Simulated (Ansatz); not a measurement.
# Stack of 2H-MoTe2 under alpha-Ga2S3 ferroelectric layer, upper layer turned by 180° in a perpendicular field

What dipole does a perpendicular field induce in the stack of 2H-MoTe2 under alpha-Ga2S3 ferroelectric layer, upper layer turned by 180°, and does the gap follow? A positive field points along +c.

Main program and level: Ansatz 0.2.0; plane-wave DFT, PBE-D3(BJ), Ansatz PAW.

### Step 1. The starting structure

The cell holds 8 atoms: 2 Te, 1 Mo, 3 S and 2 Ga. Its edges and angles: a = 3.600 Å, b = 3.600 Å, c = 57.228 Å, α = 90.0°, β = 90.0°, γ = 120.0°. Regions: layer 1: 2H-MoTe2, 3 atoms (2 Te and 1 Mo); layer 2: alpha-Ga2S3 ferroelectric layer, 5 atoms (3 S and 2 Ga). Vacuum lies along c.

### Step 2. Relaxing the slab

The starting cell is a guess, so the in-plane lattice and the atoms are relaxed first, with the slab cut off from its images along the normal.

input.yaml

```yaml
crystal:
  lattice:
    - [3.6, 0.0, 0.0]
    - [-1.8, 3.1176914536, 0.0]
    - [0.0, 0.0, 57.2283881193]
  atoms:
    - { symbol: Te, position: [0.3333333333, 0.6666666667, 0.3852982886] }
    - { symbol: Mo, position: [0.0, 0.0, 0.4182723313] }
    - { symbol: Te, position: [0.3333333333, 0.6666666667, 0.451246374] }
    - { symbol: S, position: [0.3333333333, 0.6666666667, 0.5062889867] }
    - { symbol: Ga, position: [0.0, 0.0, 0.525990828] }
    - { symbol: S, position: [0.0, 0.0, 0.5656564568] }
    - { symbol: Ga, position: [0.6666666667, 0.3333333333, 0.5928594048] }
    - { symbol: S, position: [0.3333333333, 0.6666666667, 0.6147017114] }
  periodic: [true, true, false]
kpoints:
  mp_grid: { grid: [12, 12, 1] }
hamiltonian:
  xc: pbe
  dispersion: d3bj
scf:
  occupations: { method: fermi_dirac, width: 0.05 }
  convergence: { dr2_threshold: 1.0e-09 }
relax:
  f_tol: 0.004
  max_steps: 90
  cell: {}
output:
  write_potential: true
  write_density: true
  volumetric_format: npy
```

Run with:

```
$ ansatz run input.yaml --threads 4 --pin off --max-ram 8192MiB --backend cpu --events-out ev --progress --plain --runs-dir out
```

Numbers of over 12 decimals in the logs are rounded to 6 here.

Log:

```text
Warning: relax.cell: scf.convergence.dr2_threshold = 1e-9 eV is looser than the 1.49554420315e-10 eV advised for a relaxation that steers and ends on the stress (1e-10 eV for each atom of the cell: 8, times the square of relax.cell.stress_2d_tol = 0.05 N/m over 23.1 Å (the atoms' height at the walk's start and 5 Å past either face), 2.162e-2 GPa, over a crystal's default 0.05). What an SCF threshold leaves in a stress goes as its square root, and in the free energy as the threshold itself, and one threshold admits the most on a small cell: [figures from the program's tests cut] Set scf.convergence.dr2_threshold to 1.49554420315e-10 eV or tighter. [rest of the remark cut]
Engine: ansatz 0.2.0, x86_64-unknown-linux-gnu
Pseudopotentials: kind: paw
Pseudopotential: Te, paw, valence charge 16, recommended cutoff 420 eV (normal), Te.paw.azcp
Pseudopotential: Mo, paw, valence charge 14, recommended cutoff 420 eV (normal), Mo.paw.azcp
Pseudopotential: S, paw, valence charge 6, recommended cutoff 420 eV (normal), S.paw.azcp
Pseudopotential: Ga, paw, valence charge 13, recommended cutoff 420 eV (normal), Ga.paw.azcp
Functional definition: PBE
  parameter kappa = 0.804
  parameter beta = 0.066725
  exchange = pbe_x(kappa = kappa, mu = beta*pi^2/3)
  correlation = pbe_c(beta = beta)
Crystal: 8 atoms, lattice volume = 642.314 Å³
Basis set: ecut = 420 eV, 12395 PW (Γ), exchange–correlation on 50×50×768 points (8 copies of the dense FFT grid, shifted against one another)
Bands: 54, of which v1, the nominal top of the filled ones, is band 45 counted from 1 (44 counted from 0)
Symmetry: 6 space group operations
Space group: P3m1 (ITA 156), of the structure as read, at distance tolerance 8.6e-5 Å
k-points: 19 of 144 (time reversal used)
Non-local potential: Te, projectors of the file, l = 0: 2, l = 1: 2, l = 2: 2, l = 3: 2
Non-local potential: Mo, projectors of the file, l = 0: 3, l = 1: 2, l = 2: 2, l = 3: 1
Non-local potential: S, projectors of the file, l = 0: 2, l = 1: 2, l = 2: 2
Non-local potential: Ga, projectors of the file, l = 0: 2, l = 1: 2, l = 2: 3, l = 3: 1
PAW form: soft (Blöchl's): semilocal exchange-correlation on the pseudo side does not see the compensation charge
PAW one-centre angular grid: Te, 590 points (default); XC on 64 Gauss nodes
PAW one-centre angular grid: Mo, 590 points (default); XC on 64 Gauss nodes
PAW one-centre angular grid: S, 110 points (default); XC on 64 Gauss nodes
PAW one-centre angular grid: Ga, 590 points (default); XC on 64 Gauss nodes
Initial density: superposition of atomic densities (neutral atoms: chi_scale 0, normalization atom), corrected by the library's trained network
Initial wavefunctions: pseudopotential atomic-orbital guess
Functional: x = pbe(κ = 0.804, μ = 0.219515), c = pbe(β = 0.066725)
SCF iter   1: F=—  HF=-29194.074671 eV  |F-HF|=—  |Δ(HF+E_count)|=         —  Δρ=1.91e-3  dr2=1.35e-1  ethr=1.77e-3  ⟨swp⟩=17.8  Hψ=6670  notcnv=0
preconditioner: auto → Resta (q_TF=auto, 1.966 Å⁻¹)  ε∞=2.1  [insulator: Δε(μ)=1.075 eV  Ē_g=11.151 eV  σ=0.050 eV  W_gap=1.00  n_scr=34 (ndim 8)  ℏωp=11.5 eV  f_vac=0.705  D(μ)=0.00/eV (n_scr^D=0)  ε∞_Penn≈2.1  vacuum switching on, ρ_ref=9.0e-3 e/Å³]
SCF iter   2: F=—  HF=-29194.117558 eV  |F-HF|=—  |Δ(HF+E_count)|=   4.29e-2  Δρ=2.38e-3  dr2=5.84e-1  ethr=1.50e-4  ⟨swp⟩=4.4  Hψ=2528  notcnv=0  defer=35
SCF iter   3: F=—  HF=-29194.074531 eV  |F-HF|=—  |Δ(HF+E_count)|=   4.30e-2  Δρ=8.07e-4  dr2=1.55e-2  ethr=1.50e-4  ⟨swp⟩=3.9  Hψ=1598  notcnv=0  defer=35
SCF iter   4: F=—  HF=-29194.076691 eV  |F-HF|=—  |Δ(HF+E_count)|=   2.16e-3  Δρ=5.91e-4  dr2=2.50e-2  ethr=1.73e-5  ⟨swp⟩=2.8  Hψ=1688  notcnv=0  defer=34
SCF iter   5: F=—  HF=-29194.075553 eV  |F-HF|=—  |Δ(HF+E_count)|=   1.14e-3  Δρ=2.55e-4  dr2=2.16e-3  ethr=1.73e-5  ⟨swp⟩=2.3  Hψ=1192  notcnv=0  defer=34
SCF iter   6: F=—  HF=-29194.075596 eV  |F-HF|=—  |Δ(HF+E_count)|=   4.25e-5  Δρ=1.08e-4  dr2=2.01e-4  ethr=2.40e-6  ⟨swp⟩=2.6  Hψ=1470  notcnv=0  defer=34
SCF iter   7: F=—  HF=-29194.075613 eV  |F-HF|=—  |Δ(HF+E_count)|=   1.74e-5  Δρ=6.51e-5  dr2=3.88e-5  ethr=2.23e-7  ⟨swp⟩=3.1  Hψ=1704  notcnv=0  defer=34
SCF iter   8: F=—  HF=-29194.075636 eV  |F-HF|=—  |Δ(HF+E_count)|=   2.25e-5  Δρ=2.80e-5  dr2=3.28e-6  ethr=4.31e-8  ⟨swp⟩=2.7  Hψ=1668  notcnv=0  defer=34
SCF iter   9: F=—  HF=-29194.075812 eV  |F-HF|=—  |Δ(HF+E_count)|=   1.76e-4  Δρ=1.16e-5  dr2=6.52e-7  ethr=3.65e-9  ⟨swp⟩=3.6  Hψ=2307  notcnv=0  defer=34
SCF iter  10: F=—  HF=-29194.075813 eV  |F-HF|=—  |Δ(HF+E_count)|=   1.06e-6  Δρ=3.77e-6  dr2=8.14e-8  ethr=7.24e-10  ⟨swp⟩=3.2  Hψ=2079  notcnv=0  defer=34
SCF iter  11: F=—  HF=-29194.075813 eV  |F-HF|=—  |Δ(HF+E_count)|=   3.05e-7  Δρ=1.26e-6  dr2=1.12e-8  ethr=9.04e-11  ⟨swp⟩=3.1  Hψ=2128  notcnv=0  defer=34
SCF iter  12: F=—  HF=-29194.075813 eV  |F-HF|=—  |Δ(HF+E_count)|=   4.01e-8  Δρ=4.44e-7  dr2=8.03e-9  ethr=1.25e-11  ⟨swp⟩=2.9  Hψ=1947  notcnv=0  defer=34
SCF iter  13: F=—  HF=-29194.075813 eV  |F-HF|=—  |Δ(HF+E_count)|=  6.62e-10  Δρ=3.69e-7  dr2=9.05e-9  ethr=8.92e-12  ⟨swp⟩=2.7  Hψ=1451  notcnv=0  defer=34
SCF iter  14: F=-29194.075813 eV  HF=-29194.075813 eV  |F-HF|=8.11e-10  |Δ(HF+E_count)|=  5.02e-10  Δρ=1.50e-7  dr2=6.18e-10  ethr=1.11e-12  ⟨swp⟩=9.8  Hψ=7623  notcnv=0
SCF 1 converged in 14 iterations: F = -29194.075813 eV  dr2 = 6.18e-10
  greatest PAW one-centre occupation: 0.998 electrons in one spin orbital (limit 2), on the Mo atom at site 1 (counted from 0), in its partial waves of l = 0
relax step   1: F+E_penalty+E_count = -29194.07581338 eV  Δ(F+E_penalty+E_count) = +0.000e0 eV  max|allowed force component| = 1.860e0 eV/Å  Δτ_max = 0.0000 Å  P = -6.189 N/m  Ω = 642.314 Å³  fix = [c, alpha, beta]  reactions: c -0.000 N/m  (14 SCF iters, accepted)
Crystal: 8 atoms, lattice volume = 637.562 Å³
Basis set: ecut = 420 eV, 12221 PW (Γ), exchange–correlation on 50×50×768 points (8 copies of the dense FFT grid, shifted against one another)
Initial density: handed on by an earlier stage of this run
Initial wavefunctions: those handed on with the density
iter 1 solved again at ethr=2.20e-4 eV; its pass at ethr=3.10e-3 eV (dr2=1.98e-1 eV) is discarded
SCF iter   1: F=—  HF=-29194.396423 eV  |F-HF|=—  |Δ(HF+E_count)|=         —  Δρ=4.62e-3  dr2=2.07e-1  ethr=2.20e-4  ⟨swp⟩=3.2  Hψ=6773  notcnv=0
preconditioner: auto → Resta (q_TF=auto, 1.969 Å⁻¹)  ε∞=2.0  [insulator: Δε(μ)=0.875 eV  Ē_g=11.374 eV  σ=0.050 eV  W_gap=1.00  n_scr=34 (ndim 8)  ℏωp=11.6 eV  f_vac=0.708  D(μ)=0.00/eV (n_scr^D=0)  ε∞_Penn≈2.0  vacuum switching on, ρ_ref=9.4e-3 e/Å³]
[...]
relax step   6: F+E_penalty+E_count = -29194.49525790 eV  Δ(F+E_penalty+E_count) = -1.813e-3 eV  max|allowed force component| = 2.565e-2 eV/Å  Δτ_max = 0.0310 Å  P = -0.079 N/m  Ω = 629.029 Å³  energy of the carried Pulay correction = +7.074e-4 eV  fix = [c, alpha, beta]  reactions: c -0.000 N/m  (14 SCF iters, accepted)
[...]
relax step   7: F+E_penalty+E_count = -29194.49552113 eV  Δ(F+E_penalty+E_count) = -2.632e-4 eV  max|allowed force component| = 1.720e-2 eV/Å  Δτ_max = 0.0107 Å  P = -0.002 N/m  Ω = 628.333 Å³  energy of the carried Pulay correction = +7.449e-4 eV  fix = [c, alpha, beta]  reactions: c -0.000 N/m  (13 SCF iters, accepted)
[...]
relax step   8: F+E_penalty+E_count = -29194.49557170 eV  Δ(F+E_penalty+E_count) = -5.057e-5 eV  max|allowed force component| = 5.661e-3 eV/Å  Δτ_max = 0.0077 Å  P = +0.007 N/m  Ω = 628.407 Å³  energy of the carried Pulay correction = +7.409e-4 eV  fix = [c, alpha, beta]  reactions: c +0.000 N/m  (11 SCF iters, accepted)
[...]
relax step   9: F+E_penalty+E_count = -29194.49557587 eV  Δ(F+E_penalty+E_count) = -4.162e-6 eV  max|allowed force component| = 1.078e-3 eV/Å  Δτ_max = 0.0013 Å  P = +0.000 N/m  Ω = 628.400 Å³  energy of the carried Pulay correction = +7.413e-4 eV  fix = [c, alpha, beta]  reactions: c +0.000 N/m  (8 SCF iters, accepted)
Basis set: ecut = 420 eV, 12149 PW (Γ), exchange–correlation on 48×48×768 points (8 copies of the dense FFT grid, shifted against one another)
Initial wavefunctions: pseudopotential atomic-orbital guess (no wavefunctions were taken with the density)
iter 1 solved again at ethr=2.71e-7 eV; its pass at ethr=3.10e-3 eV (dr2=2.43e-4 eV) is discarded
SCF iter   1: F=—  HF=-29194.494637 eV  |F-HF|=—  |Δ(HF+E_count)|=         —  Δρ=1.39e-5  dr2=2.94e-7  ethr=2.71e-7  ⟨swp⟩=6.1  Hψ=11595  notcnv=0
SCF iter   2: F=—  HF=-29194.494803 eV  |F-HF|=—  |Δ(HF+E_count)|=   1.66e-4  Δρ=9.60e-6  dr2=2.16e-7  ethr=3.27e-10  ⟨swp⟩=4.3  Hψ=3177  notcnv=0
SCF iter   3: F=—  HF=-29194.494803 eV  |F-HF|=—  |Δ(HF+E_count)|=   1.17e-7  Δρ=3.26e-6  dr2=3.04e-7  ethr=2.40e-10  ⟨swp⟩=2.5  Hψ=1670  notcnv=0
SCF iter   4: F=—  HF=-29194.494803 eV  |F-HF|=—  |Δ(HF+E_count)|=   1.70e-8  Δρ=2.61e-6  dr2=2.34e-7  ethr=2.40e-10  ⟨swp⟩=2.9  Hψ=1805  notcnv=0
SCF iter   5: F=—  HF=-29194.494803 eV  |F-HF|=—  |Δ(HF+E_count)|=   2.09e-8  Δρ=8.99e-7  dr2=2.26e-8  ethr=2.40e-10  ⟨swp⟩=1.9  Hψ=1084  notcnv=0
SCF iter   6: F=—  HF=-29194.494803 eV  |F-HF|=—  |Δ(HF+E_count)|=   1.18e-9  Δρ=3.43e-7  dr2=2.14e-9  ethr=2.51e-11  ⟨swp⟩=2.9  Hψ=1533  notcnv=0
SCF iter   7: F=-29194.494803 eV  HF=-29194.494803 eV  |F-HF|=2.33e-10  |Δ(HF+E_count)|=  2.98e-10  Δρ=1.68e-7  dr2=1.09e-10  ethr=1.11e-12  ⟨swp⟩=17.0  Hψ=8683  notcnv=0
SCF 10 converged in 7 iterations: F = -29194.494803 eV  dr2 = 1.09e-10
relax step  10: F+E_penalty+E_count = -29194.49480267 eV  Δ(F+E_penalty+E_count) = +7.732e-4 eV  max|allowed force component| = 1.082e-3 eV/Å  Δτ_max = 0.0000 Å  P = +0.003 N/m  Ω = 628.400 Å³  fix = [c, alpha, beta]  reactions: c +0.000 N/m  stress off target by 3.08e-3 N/m on what of the cell is left free  SCF on the basis re-selected at this cell (its energy is not comparable with the rows above)  (7 SCF iters)
basis re-selected at this cell: Δ(F+E_penalty+E_count) = +7.732e-4 eV, ΔP = +0.003 N/m vs the last step (what re-selecting the basis moved, of the pressure what is left beyond the Pulay correction that the steps carried, after the strain that the cell walked since its last selection, with what the two solves' SCF thresholds leave and, on support functions, any second-order correction that the steps lacked; it is no measure of the basis error at this ecutwfc). The dense FFT grid was sized anew with the basis: this SCF ran on 24×24×384 points, the steps before it on 25×25×384, so part of this shift can come from that change (see relax.cell in the input reference). [rest of the remark cut]
WARN: The output density's exchange-correlation potential varies sharply where the density is thin. Do not read a vacuum level from v_tot or v_xc, or from such a field of the output density. On a cell that repeats whose density bears no net charge and no dipole along the vacuum's axis use v_es (v_loc + v_h of the components); under efield.dipole_correction with no amplitude use v_es + v_field, which holds any externa [...]
SCF converged after 7 iterations
Free energy (F): -29194.494803 eV
Harris-Foulkes:  -29194.494803 eV  (|F-HF|=2.33e-10)
Internal energy: -29194.494801 eV  (E = F + TS)
E sigma→0 (E₀):  -29194.494802 eV
Entropy (-TS):   -0.000001 eV (-0.000 meV/atom)
Fermi energy:    -5.090692 eV
--- Per-component energies (eV) ---
  E_band       = -2081.060216
  E_kinetic    = 1355.820831
  E_local      = -602982.869112  (includes V_loc(G=0)·N_el)
  E_nonlocal   = 464.818812
  E_hartree    = 300824.980312
  E_xc         = -860.500235
  E_vxc        = -814.484859  (∫ρ·V_xc dr)
  E_paw        = -18312.504915  (= ΣΔE_a)
  E_vpaw       = -1754.308272  (= ΣTr[D̂ρ^β])
  E_aug_tail   = -0.000552  (compensation charges beyond the density's cutoff)
  E_ewald      = 290318.383427
  E_disp       = -2.623369  (pairwise vdW)
  E_smearing   = -0.000001  (= −TS)
  E_closure    = 0.000000  (closes the sum)
  Σ components = -29194.494803   (vs F -29194.494803, Δ=0.00e0)
--- Forces (eV/Å), atoms counted from 1 ---
  atom   1  Te    -0.00000000    -0.00000000    -0.00037317
  atom   2  Mo     0.00000000     0.00000000    -0.00067278
  atom   3  Te    -0.00000000    -0.00000000     0.00042281
  atom   4  S      0.00000000     0.00000000     0.00034927
  atom   5  Ga     0.00000000    -0.00000000    -0.00108085
  atom   6  S      0.00000000     0.00000000     0.00106436
  atom   7  Ga    -0.00000000     0.00000000    -0.00022225
  atom   8  S      0.00000000    -0.00000000     0.00052016
  max |Σ_I F_I| component: 7.54e-6 eV/Å
--- 2D stress c σ (N/m, compression-positive) ---
        0.003081       0.000000       0.000000
       -0.000000       0.003081       0.000000
        0.000000       0.000000       0.000000
  P = ½ c Tr σ = 0.0031 N/m
--- Band table (eV; the first three rows and the last of 19) ---
  k-point 0: bands = [... 41 lower, -6.2975, -6.1666, -6.1666, -5.9885, -4.0765, -2.7371, -2.5832, -2.5832, ... 5 higher]
  k-point 1: bands = [... 41 lower, -6.3914, -6.3648, -6.0283, -5.9993, -3.7133, -2.9607, -2.8162, -2.5047, ... 5 higher]
  k-point 2: bands = [... 41 lower, -6.8875, -6.3708, -6.1014, -6.0007, -3.6436, -3.4531, -3.2463, -2.9691, ... 5 higher]
  k-point 18: bands = [... 41 lower, -8.0390, -7.2784, -6.5267, -5.6237, -4.5681, -3.7678, -3.5544, -3.1090, ... 5 higher]
  the weakly bound empty levels are not read free of the cell's end (no_gap_told)
--- Relaxed structure (9 steps of the walk, 8 accepted, 1 SCFs on fresh bases) ---
  F+E_penalty+E_count = -29194.49480267 eV   max|allowed force component| = 1.082e-3 eV/Å   (the final SCF, on the basis selected at the relaxed cell)
  cell:  # Å, volume = 628.4003 Å³
    - [3.560796, 0, 0]
    - [-1.780398, 3.083740, 0]
    - [0, 0, 57.2283881193]
  atoms:
    - { symbol: Te, position: [0.333333, 0.666667, 0.381642] }
    - { symbol: Mo, position: [-1.2346182858277119e-17, -2.0816681711721697e-17, 0.413013] }
    - { symbol: Te, position: [0.333333, 0.666667, 0.444375] }
    - { symbol: S, position: [0.333333, 0.666667, 0.511228] }
    - { symbol: Ga, position: [-6.818193596830155e-18, -2.0816681711721685e-17, 0.530128] }
    - { symbol: S, position: [-7.538186774162451e-18, -2.0816681711721685e-17, 0.568569] }
    - { symbol: Ga, position: [0.666667, 0.333333, 0.595521] }
    - { symbol: S, position: [0.333333, 0.666667, 0.615839] }
```

Wall time 4.7 min (4 threads of Intel Xeon at 2.70GHz, shared host); peak memory 1.4 GiB.

Step by step:

```tsv
step	energy less that of the first step (eV)	largest force component (eV/Å)	volume (Å³)
1	0.0000	1.8597	642.31
2	-0.2901	0.8294	637.56
3	-0.3946	0.2710	635.34
4	-0.2953	1.3073	628.70
5	-0.4176	0.0548	631.14
6	-0.4194	0.0256	629.03
7	-0.4197	0.0172	628.33
8	-0.4198	0.0057	628.41
9	-0.4198	0.0011	628.40
10*	-0.4190	0.0011	628.40
```

Relaxation steps marked * repeat the geometry before them on a plane-wave basis chosen anew for their cell, so energy and pressure can jump there. Relaxation step 4 was tried and not accepted.

Forces are held to the 6 operations that the run works with; a distortion that breaks them can't arise in this run.

```tsv
cell as run	before	after	change
a (Å)	3.600	3.561	-1.1 %
b (Å)	3.600	3.561	-1.1 %
```

The atoms that moved most (Å, along periodic axes as changes of fractional coordinates times the final cell, across vacuum about the mean position):

```tsv
atom	dx	dy	dz	length
Te3	0.000	0.000	-0.393	0.393
Mo2	0.000	0.000	-0.301	0.301
S4	0.000	0.000	0.283	0.283
Ga5	0.000	0.000	0.237	0.237
Te1	0.000	0.000	-0.209	0.209
S6	0.000	0.000	0.167	0.167
Ga7	0.000	0.000	0.152	0.152
S8	0.000	0.000	0.065	0.065
```

The lattice constant a goes from 3.600 to 3.561 Å.

[end of part 1 of 2]

[Logs are printed without paths, hosts, clocks, repeated set-up lines and the standing remarks that a program may print on its own settings, such as how far it seeks lower states.]

[Hosts, paths, dates, database ids (printed as entryN), source tags and the programs' standing remarks are cut or masked in the printed files.]

[Maps of the electrostatic potential energy from Ansatz leave out the sawtooth potential of an applied field or a dipole correction, so their vacuum need not be flat; planar profiles and work functions include it.]
